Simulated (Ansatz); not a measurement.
# ZnSe (Stilleite): the dielectric response by several routes

Aim: the electronic dielectric constant of ZnSe (Stilleite) by perturbation theory, a sum over states and the RPA step of G0W0.

Main program and level: Ansatz 0.2.0; linear response on PBE, plane waves, PAW.

## (1) The starting structure

It takes space group F-43m (No. 216, cubic). Conventional cell: a = 5.668 Å, b = 5.668 Å, c = 5.668 Å, α = 90.00°, β = 90.00°, γ = 90.00°. Zn has 4 Se at 2.45 Å nearest. Nearest to Se lie 4 Zn at 2.45 Å. Farther neighbours and most contacts between anions are not listed.

The cell and positions come from the Crystallography Open Database and are kept as given unless a step says otherwise. The default PAW set here is soft_1. Its files were made with PBE.

## (2) Response to a homogeneous field

The response to a uniform field gives ε∞, a yardstick for the screening that GW builds on its mesh.

This step: dielectric response by perturbation theory, PBE, plane waves, PAW.

File input.yaml:

```yaml
crystal:
  lattice:
    - [0.0, 2.8338, 2.8338]
    - [2.8338, 0.0, 2.8338]
    - [2.8338, 2.8338, 0.0]
  atoms:
    - { symbol: Zn, position: [0.0, 0.0, 0.0] }
    - { symbol: Se, position: [0.25, 0.25, 0.25] }
kpoints:
  mp_grid: { grid: [6, 6, 6] }
hamiltonian:
  xc: pbe
  pseudopotentials: { kind: paw, azcp: { folder: "./paw" } }
scf:
  occupations: { method: fixed }
dielectric: {}
```

The run is started by

```console
$ ansatz run input.yaml --threads 3 --pin off --max-ram 92160MiB --backend cuda --events-out ev --progress --plain --runs-dir out --devices 1 --max-vram 13GiB
```

Numbers of over 12 decimals in the logs are rounded to 6 here.

Log:

```text
GPUs: using 1 of 1 available (devices: 1).
Engine: ansatz 0.2.0, x86_64-unknown-linux-gnu
Pseudopotentials: kind: paw
Pseudopotential: Zn, paw, valence charge 12, recommended cutoff 420 eV (normal), <dir>
Pseudopotential: Se, paw, valence charge 16, recommended cutoff 420 eV (normal), <dir>
Functional definition: PBE
  parameter kappa = 0.804
  parameter beta = 0.066725
  exchange = pbe_x(kappa = kappa, mu = beta*pi^2/3)
  correlation = pbe_c(beta = beta)
device memory: the entry about to start is reckoned to put 1.1 GiB on a device that reports 66.9 GiB free (of which the cap on the GPU budget leaves the run 13.0 GiB)
GPU FFT provider: cuFFT
GPU libraries: cuBLAS 13.8.2, cuFFT 12.4.0, cuSOLVER 12.3.4
Crystal: 2 atoms, lattice volume = 45.513 Å³
Basis set: ecut = 420 eV, 893 PW (Γ), exchange–correlation on 54×54×54 points (8 copies of the dense FFT grid, shifted against one another)
Bands: 18, of which v1, the nominal top of the filled ones, is band 14 counted from 1 (13 counted from 0)
Symmetry: 24 space group operations
k-points: 46 of 216 (irreducible under 4 space group operations, time reversal used)
Non-local potential: Zn, projectors of the file, l = 0: 2, l = 1: 2, l = 2: 3, l = 3: 1
Non-local potential: Se, projectors of the file, l = 0: 2, l = 1: 2, l = 2: 3, l = 3: 1
PAW form: soft (Blöchl's): semilocal exchange-correlation on the pseudo side does not see the compensation charge
PAW one-centre angular grid: Zn, 590 points (default); XC on 64 Gauss nodes
PAW one-centre angular grid: Se, 590 points (default); XC on 64 Gauss nodes
Initial density: superposition of atomic densities (chi_scale 0.1, normalization cell, long waves kept (reshape's long-wave potential 0.00 eV rms))
Initial wavefunctions: pseudopotential atomic-orbital guess
GPU buffer pool allocated for 19683 grid points (all kernels)
GPU transforms: local potential and band sums: pruned to the plane-wave sphere, on 27×27×27
Functional: x = pbe(κ = 0.804, μ = 0.219515), c = pbe(β = 0.066725)
SCF iter   1: F=—  HF=-8789.866634 eV  |F-HF|=—  |Δ(HF+E_count)|=         —  Δρ=6.16e-2  dr2=1.05e0  ethr=3.10e-3  ⟨swp⟩=4.3  Hψ=3996  notcnv=0  defer=76
preconditioner: auto → none  [insulator: Δε(μ)=1.156 eV  Ē_g=12.789 eV  n_scr=14 (ndim 8)  ℏωp=23.4 eV  f_vac=0.060  ε∞_Penn≈4.3]
SCF iter   2: F=—  HF=-8789.623559 eV  |F-HF|=—  |Δ(HF+E_count)|=   2.43e-1  Δρ=2.56e-2  dr2=1.98e-1  ethr=3.10e-3  ⟨swp⟩=3.0  Hψ=1832  notcnv=0  defer=78
SCF iter   3: F=—  HF=-8789.537711 eV  |F-HF|=—  |Δ(HF+E_count)|=   8.58e-2  Δρ=1.23e-2  dr2=3.66e-2  ethr=7.07e-4  ⟨swp⟩=2.0  Hψ=1662  notcnv=0  defer=86
SCF iter   4: F=—  HF=-8789.532147 eV  |F-HF|=—  |Δ(HF+E_count)|=   5.56e-3  Δρ=2.76e-3  dr2=2.01e-3  ethr=1.31e-4  ⟨swp⟩=2.0  Hψ=1666  notcnv=0  defer=82
SCF iter   5: F=—  HF=-8789.532487 eV  |F-HF|=—  |Δ(HF+E_count)|=   3.39e-4  Δρ=9.94e-4  dr2=3.00e-4  ethr=7.17e-6  ⟨swp⟩=2.1  Hψ=1345  notcnv=0  defer=86
SCF iter   6: F=—  HF=-8789.532583 eV  |F-HF|=—  |Δ(HF+E_count)|=   9.60e-5  Δρ=7.78e-5  dr2=2.16e-6  ethr=1.07e-6  ⟨swp⟩=2.0  Hψ=1570  notcnv=0  defer=86
SCF iter   7: F=—  HF=-8789.532606 eV  |F-HF|=—  |Δ(HF+E_count)|=   2.38e-5  Δρ=3.38e-5  dr2=4.70e-7  ethr=7.72e-9  ⟨swp⟩=2.0  Hψ=1472  notcnv=0  defer=4
SCF iter   8: F=—  HF=-8789.532606 eV  |F-HF|=—  |Δ(HF+E_count)|=   1.13e-7  Δρ=1.26e-5  dr2=3.92e-8  ethr=1.68e-9  ⟨swp⟩=2.5  Hψ=1427  notcnv=0  defer=7
SCF iter   9: F=—  HF=-8789.532606 eV  |F-HF|=—  |Δ(HF+E_count)|=   6.33e-9  Δρ=1.22e-6  dr2=3.97e-10  ethr=1.40e-10  ⟨swp⟩=2.0  Hψ=1189  notcnv=0  defer=4
SCF iter  10: F=-8789.532606 eV  HF=-8789.532606 eV  |F-HF|=3.64e-12  |Δ(HF+E_count)|=  1.31e-10  Δρ=1.04e-7  dr2=2.09e-12  ethr=1.00e-12  ⟨swp⟩=5.1  Hψ=3739  notcnv=0
SCF 1 converged in 10 iterations: F = -8789.532606 eV  dr2 = 2.09e-12
  greatest PAW one-centre occupation: 1.000 electrons in one spin orbital (limit 2), on the Se atom at site 1 (counted from 0), in its partial waves of l = 2
the response reads at least the filled bands of the reference SCF and the lowest empty band at each k-point, and that SCF's band table does not vouch for those bands. The notice of the band table in this run's record says why
device memory: the entry about to start is reckoned to put 0.3 GiB on a device that reports 64.0 GiB free (of which the cap on the GPU budget leaves the run 13.0 GiB)
NSCF: frozen V_eff on 1 k-points
device memory: the entry about to start is reckoned to put 0.3 GiB on a device that reports 64.5 GiB free (of which the cap on the GPU budget leaves the run 13.0 GiB)
NSCF: frozen V_eff on 1 k-points
device memory: the entry about to start is reckoned to put 0.1 GiB on a device that reports 64.5 GiB free (of which the cap on the GPU budget leaves the run 13.0 GiB)
device memory: the entry about to start is reckoned to put 0.8 GiB on a device that reports 64.5 GiB free (of which the cap on the GPU budget leaves the run 13.0 GiB)
DFPT response loops at Γ: preconditioner auto → none (the input reference at scf.mixing.eps_inf says where Resta's filter doesn't serve); β = 0.50; Broyden in place of MSR1
── the response to a field inside a basis, on 8×8×8 k-points: an SCF that follows is theirs, and a resumed run solves both again ──
device memory: the entry about to start is reckoned to put 0.2 GiB on a device that reports 64.2 GiB free (of which the cap on the GPU budget leaves the run 13.0 GiB)
GPU FFT provider: cuFFT
GPU libraries: cuBLAS 13.8.2, cuFFT 12.4.0, cuSOLVER 12.3.4
Bands: 15, of which v1, the nominal top of the filled ones, is band 14 counted from 1 (13 counted from 0)
k-points: 60
Initial density: handed on by an earlier stage of this run
Initial wavefunctions: pseudopotential atomic-orbital guess (no wavefunctions were taken with the density)
GPU buffer pool allocated for 19683 grid points (all kernels)
GPU transforms: band sums: pruned to the plane-wave sphere, on 27×27×27
Eigensolver: Dense (60 Hₖ)
SCF iter   1: F=—  HF=-8789.537297 eV  |F-HF|=—  |Δ(HF+E_count)|=         —  Δρ=2.49e-4  dr2=3.27e-5  ethr=1.00e-1
preconditioner: auto → none  [insulator: Δε(μ)=1.383 eV  Ē_g=9.497 eV  n_scr=14 (ndim 8)  ℏωp=23.4 eV  f_vac=0.121  ε∞_Penn≈7.0]
SCF iter   2: F=—  HF=-8789.537287 eV  |F-HF|=—  |Δ(HF+E_count)|=   1.00e-5  Δρ=2.00e-4  dr2=8.06e-6  ethr=1.17e-7
SCF iter   3: F=—  HF=-8789.537289 eV  |F-HF|=—  |Δ(HF+E_count)|=   1.59e-6  Δρ=4.71e-5  dr2=7.82e-7  ethr=2.88e-8
SCF iter   4: F=—  HF=-8789.537288 eV  |F-HF|=—  |Δ(HF+E_count)|=   4.28e-7  Δρ=4.65e-5  dr2=5.16e-7  ethr=2.79e-9
SCF iter   5: F=-8789.537288 eV  HF=-8789.537288 eV  |F-HF|=3.11e-9  |Δ(HF+E_count)|=   1.24e-7  Δρ=4.37e-6  dr2=4.37e-9  ethr=1.84e-9
SCF 1 converged in 5 iterations: F = -8789.537288 eV  dr2 = 4.37e-9
device memory: the entry about to start is reckoned to put 0.1 GiB on a device that reports 69.2 GiB free (of which the cap on the GPU budget leaves the run 13.0 GiB)
device memory: the entry about to start is reckoned to put 1.2 GiB on a device that reports 69.1 GiB free (of which the cap on the GPU budget leaves the run 12.9 GiB)
DFPT response loops at Γ: mixed as the last ones told, above
SCF converged after 10 iterations
Free energy (F): -8789.532606 eV
Harris-Foulkes:  -8789.532606 eV  (|F-HF|=3.64e-12)
Internal energy: -8789.532606 eV  (E = F + TS)
E sigma→0 (E₀):  -8789.532606 eV
Fermi energy:    6.544776 eV
--- Per-component energies (eV) ---
  E_band       = -388.098852
  E_kinetic    = 258.371141
  E_local      = -4840.133650  (includes V_loc(G=0)·N_el)
  E_nonlocal   = 466.008508
  E_hartree    = 2238.888030
  E_xc         = -163.574641
  E_vxc        = -141.452753  (∫ρ·V_xc dr)
  E_paw        = -4028.148491  (= ΣΔE_a)
  E_vpaw       = -608.667473  (= ΣTr[D̂ρ^β])
  E_aug_tail   = -0.000658  (compensation charges beyond the density's cutoff)
  E_ewald      = -2720.942845
  E_smearing   = -0.000000  (= −TS)
  E_closure    = 0.000000  (closes the sum)
  Σ components = -8789.532606   (vs F -8789.532606, Δ=0.00e0)
--- Band table (eV; the first three rows and the last of 46) ---
  k-point 0: bands = [... 10 lower, 0.3710, 6.5448, 6.5448, 6.5448, 7.8279, 12.3509, 12.3509, 12.3509]
  k-point 1: bands = [... 10 lower, 0.3692, 4.6398, 6.2920, 6.2920, 9.0899, 12.4158, 12.7532, 12.7532]
  k-point 2: bands = [... 10 lower, 0.3774, 2.4879, 5.8639, 5.8639, 9.2213, 13.0263, 13.0263, 14.1076]
  k-point 45: bands = [... 10 lower, 0.6139, 1.8019, 3.7106, 4.6666, 11.3226, 12.1052, 13.6714, 15.5332]
--- Dielectric response (ions clamped): 3 representative field directions + reference, inside a basis on a mesh of 512 k-points (Σ response iterations 15) ---
  ε∞ (high-frequency dielectric tensor):
        7.253294     0.000000    -0.000000
        0.000000     7.253294     0.000000
       -0.000000     0.000000     7.253294
  Born effective charges Z* (e; rows j = field, columns β = displacement):
    site 0:
         2.04737    0.00000    0.00000
         0.00000    2.04737   -0.00000
         0.00000   -0.00000    2.04737
    site 1:
        -2.04737   -0.00000   -0.00000
         0.00000   -2.04737    0.00000
        -0.00000    0.00000   -2.04737
  Z* charge neutrality: 5.743e-4 e pre-enforcement
  solved inside a basis spanned on kpoints, on 8×8×8 k-points transformed towards the longest dipole: ε∞ is read to err by 2.0e-2, Z* by 1.7e-2 e (field_mesh: kpoints solves on kpoints); Z* is corrected for what the basis lacks
```

Elapsed: 34 s, on 1 × NVIDIA H100 80GB HBM3 (shared by 6 runs) with 3 threads of AMD EPYC 7R13 (Zen 3), shared host; peak memory 1.2 GiB; 19 s of CPU time.

In the SCF lines HF is the Harris–Foulkes energy and dr2 the Hartree energy of the density residual, in eV; the loop may stop once dr2 is under the threshold and the program's other checks hold. Hψ counts applications of the Hamiltonian.

This step gave:

- stated error of ε∞: 0.02

One over ε∞ averages 0.14, under the quarter of exact exchange in PBE0, which by this rule of thumb may open the gap too far.

High-frequency dielectric tensor:

```
7.25 0.00 0.00
0.00 7.25 0.00
0.00 0.00 7.25
```

Born effective charge (e), principal values of the symmetric part by kind of site:

```tsv
atom	atoms with these values	low	middle	high	mean
Zn1	1	2.05	2.05	2.05	2.05
Se2	1	-2.05	-2.05	-2.05	-2.05
```

In full for Zn1:

```
2.05 0.00 0.00
0.00 2.05 0.00
0.00 0.00 2.05
```

## (3) Independent-particle spectrum

The independent-particle spectrum shows where the oscillator strength lies, before excitons and local fields.

This step: independent-particle optics on PBE, plane waves, PAW.

input.yaml, the sections that differ from step 2:

```yaml
kpoints:
  mp_grid: { grid: [8, 8, 8] }
scf:
  occupations: { method: fixed }
  n_extra_bands: 31
output:
  optics: { e_range: [0, 25], de: 0.1, sigma: 0.2 }
# crystal, hamiltonian: as in step 2
# dielectric: removed
```

Log:

```text
[...]
GPUs: using 1 of 1 available (devices: 1).
[...]
GPU FFT provider: cuFFT
GPU libraries: cuBLAS 13.8.2, cuFFT 12.4.0, cuSOLVER 12.3.4
Crystal: 2 atoms, lattice volume = 45.513 Å³
Basis set: ecut = 420 eV, 893 PW (Γ)
Bands: 45, of which v1, the nominal top of the filled ones, is band 14 counted from 1 (13 counted from 0)
Symmetry: 24 space group operations
[...]
k-points: 29 of 512 (time reversal used)
[...]
GPU buffer pool allocated for 19683 grid points (all kernels)
[...]
SCF iter   1: F=—  HF=-8789.873077 eV  |F-HF|=—  |Δ(HF+E_count)|=         —  Δρ=6.15e-2  dr2=1.06e0  ethr=3.10e-3  ⟨swp⟩=4.4  Hψ=4734  notcnv=0  defer=810
[...]
SCF iter  10: F=-8789.537778 eV  HF=-8789.537778 eV  |F-HF|=0.00e0  |Δ(HF+E_count)|=  2.55e-11  Δρ=9.30e-8  dr2=1.84e-12  ethr=1.00e-12  ⟨swp⟩=10.4  Hψ=9631  notcnv=0
SCF 1 converged in 10 iterations: F = -8789.537778 eV  dr2 = 1.84e-12
[...]
Optics k sum: 0 of 29 k-points
Optics k sum: 2 of 29 k-points
[...]
Optics k sum: 29 of 29 k-points
[...]
SCF converged after 10 iterations
Free energy (F): -8789.537778 eV
[...]
Internal energy: -8789.537778 eV  (E = F + TS)
E sigma→0 (E₀):  -8789.537778 eV
Fermi energy:    6.541398 eV
[...]
--- Band table (eV; the first three rows and the last of 29) ---
  k-point 0: bands = [... 10 lower, 0.3713, 6.5414, 6.5414, 6.5414, 7.8259, 12.3501, 12.3501, 12.3501, ... 27 higher]
  k-point 1: bands = [... 10 lower, 0.3699, 5.2250, 6.3894, 6.3894, 8.8110, 12.2887, 12.6037, 12.6037, ... 27 higher]
  k-point 2: bands = [... 10 lower, 0.3713, 3.4972, 6.0644, 6.0644, 9.2857, 12.9823, 12.9823, 13.1020, ... 27 higher]
  k-point 28: bands = [... 10 lower, 0.6711, 1.8564, 3.7810, 3.8790, 12.0240, 12.0861, 13.5097, 14.2541, ... 27 higher]
```

Wall time 13 s (1 × NVIDIA H100 80GB HBM3 (shared by 6 runs) with 3 threads); peak memory 1.2 GiB.

This step gave:

```yaml
eps_infinity_without_local_fields_xx_yy_zz: 7.665, 7.665, 7.665
electrons_in_the_f_sum_xx_yy_zz: 11.80, 11.80, 11.80
bands_in_the_explicit_sum_the_static_value_is_completed_to_all_bands: 45
```

The sum gives ε∞ = 7.66 without local fields.

The ε₂, xx=yy=zz has structure finer than the step of the table below, so its rows give means over 1 eV, whole bins alone (the curve runs from 0 to 25 eV). Peaks (eV: height): 5.4: 19.3, 7.0: 9.08.

Independent particles, no local fields, Gaussian width 0.2 eV. ε₂, xx=yy=zz against photon energy; means over each step:

photon energy (eV), ε₂, xx=yy=zz and a bar:
```
        1        0.2 
        2        1.4 ###
        3        3.6 ##########
        4        7.0 ####################
        5       10.6 ##############################
        6       10.0 ############################
        7        7.8 ######################
        8        5.1 ##############
        9        2.8 ########
       10        2.2 ######
       11        1.5 ####
       12        1.2 ###
       13        0.9 ##
       14        0.6 #
       15        0.5 #
       16        0.5 #
       17        0.4 #
       18        0.4 #
       19        0.4 #
       20        0.4 #
       21        0.3 
       22        0.3 
       23        0.2 
       24        0.2
```

Independent particles, no local fields, Gaussian width 0.2 eV. Loss function, xx=yy=zz against photon energy; read off at these points:

```tsv
photon energy (eV)	loss function, xx=yy=zz
1.0	1.5e-4
2.0	0.0170
3.0	0.0225
4.0	0.0696
5.0	0.0413
6.0	0.104
7.0	0.110
8.0	0.144
9.0	0.199
10.0	0.304
11.0	0.375
12.0	0.501
13.0	0.732
14.0	1.05
15.0	1.85
15.5	2.13
16.0	1.84
17.0	2.20
17.4	2.41
18.0	1.95
19.0	1.55
20.0	1.37
21.0	1.44
22.0	1.20
23.0	0.826
24.0	0.677
25.0	0.588
```

## (4) RPA screening from the G0W0 run

G0W0 replaces the xc potential by the self-energy, built once from these orbitals. Only a window of levels is corrected, while the sums run over the empty bands that the input names.

This step: G0W0 on PBE, plane waves, PAW.

input.yaml, the sections that differ from step 3:

```yaml
kpoints:
  mp_grid: { grid: [6, 6, 6] }
scf:
  occupations: { method: fixed }
gw:
  n_empty_bands: 292
  ecut_chi: 200.0
  qp_bands: [v2, c2]
  qp_kpoints: band_edges
  screening: { model: contour_deformation }
# crystal, hamiltonian: as in step 3
# output: removed
```

Log:

```text
GPUs: using 1 of 1 available (devices: 1).
[...]
GPU FFT provider: cuFFT
GPU libraries: cuBLAS 13.8.2, cuFFT 12.4.0, cuSOLVER 12.3.4
Crystal: 2 atoms, lattice volume = 45.513 Å³
Basis set: ecut = 420 eV, 893 PW (Γ)
Bands: 18, of which v1, the nominal top of the filled ones, is band 14 counted from 1 (13 counted from 0)
Symmetry: 24 space group operations
[...]
k-points: 16 of 216 (time reversal used)
[...]
1    16     12.4158    -7.6970    -4.4528   -12.3082  0.7704    12.5749    12.5742  root
[...]
12    13      4.3580   -18.3308     2.4557   -14.9110  0.7441     3.3511     3.3938  root
    12    14      4.3580   -18.3308     2.4557   -14.9110  0.7441     3.3511     3.3938  root
    12    15      9.5320    -7.0757    -3.6212   -10.6440  0.7953     9.4792     9.4791  root
    12    16     10.0068    -9.0050    -3.8846   -13.0760  0.7845    10.1939    10.1932  root
[key lines of the parts left out:]
SCF converged after 8 iterations
Free energy (F): -8789.532596 eV
Fermi energy:    6.544767 eV
```

Run time: 31 s. Hardware: 1 × NVIDIA H100 80GB HBM3 (shared by 6 runs) with 3 threads; peak memory 1.4 GiB; 17 s of CPU time.

This step gave:

```
bands summed                                 : 306
RPA ε∞ on this mesh (eigenvalues)            : 8.530, 8.530, 8.530
plane waves in the screening matrix          : 283
G0W0 gap on the mesh                         : 2.365 eV
k of the valence top                         : 0, 0, 0
k of the conduction bottom                   : 0, 0, 0
starting gap on the mesh                     : 1.283 eV
least direct G0W0 gap on the computed points : 2.365 eV
```

The gap on the mesh goes from 1.28 eV to 2.37 eV, a correction of +1.08 eV. Between the two edge states, bare exchange in place of the xc potential would open the gap by 6.94 eV, and correlation takes back 5.86 eV.

Mean over the mesh in bins of 0.25 1/Å. Static inverse dielectric function, diagonal against length of q+G:

```tsv
length of q+G (Å⁻¹)	static inverse dielectric function, diagonal
0.34	0.191
0.58	0.245
0.79	0.303
1.03	0.376
1.26	0.443
1.50	0.511
1.75	0.578
2.01	0.644
2.26	0.700
2.50	0.743
2.73	0.779
2.99	0.813
3.25	0.843
3.49	0.868
3.74	0.890
3.99	0.910
4.25	0.926
4.50	0.939
4.75	0.949
5.00	0.957
5.25	0.964
5.51	0.970
5.76	0.975
6.01	0.979
6.26	0.982
6.51	0.985
6.76	0.988
7.00	0.990
7.18	0.991
```

## (5) The values together

Times are wall times on 1 × NVIDIA H100 80GB HBM3 (shared by 6 runs) with 3 threads of AMD EPYC 7R13 (Zen 3), shared host, good to a factor of about two.

```tsv
method	mesh	ε∞, low	middle	high	mean	time
perturbation theory (local fields and xc kernel)	6×6×6 (response on 512 points)	7.25	7.25	7.25	7.25	34 s
sum over states (no local fields)	8×8×8	7.66	7.66	7.66	7.66	13 s
RPA with local fields, on the GW mesh	6×6×6	8.53	8.53	8.53	8.53	31 s
```

## (6) Summary of results

| Property | Result |
| --- | --- |
| perturbation theory (local fields and xc kernel) | 7.25, 7.25, 7.25 |
| sum over states (no local fields) | 7.66, 7.66, 7.66 |
| RPA with local fields, on the GW mesh | 8.53, 8.53, 8.53 |

What this shows: Mean Born effective charge: Zn1 2.05, Se2 -2.05 e. Distinct peaks of the ε₂, xx=yy=zz stand at 5.4 and 7.0 eV; the one at 5.4 eV is strongest. The most distinct maxima of the loss function, xx=yy=zz lie at 15.5 and 17.4 eV, the highest at 17.4 eV. The sum without local fields gives 7.66 in the mean against 7.25 by perturbation theory; local fields lower ε∞ and the xc kernel gives part of it back, though the sum also carries the error of its own mesh. The RPA values on the 6×6×6 mesh average 1.18 times those of perturbation theory (means 8.53 and 7.25). Without the xc kernel RPA should lie a little lower; it lies higher here. Perturbation theory sums its response on a denser mesh of its own, so the coarser sum of the GW run is the likely cause. PBE usually puts the gap too low, which tends to raise ε∞. Ions are clamped, so the lattice part of the static constant is not in these numbers.

[Paths, hosts, dates, memory and timing lines, banners, echoed tables and standing remarks are left out of the program output.]

[Logs are printed without paths, hosts, clocks, repeated set-up lines and the standing remarks that a program may print on its own settings, such as how far it seeks lower states.]

[Runs of the session that timed out or met a known fault of the program may be left out.]

[Cells called generated may have been cut or substituted from an entry of the Crystallography Open Database or the Materials Project.]

[Hosts, paths, dates, database ids (printed as entryN), source tags and the programs' standing remarks are cut or masked in the printed files.]
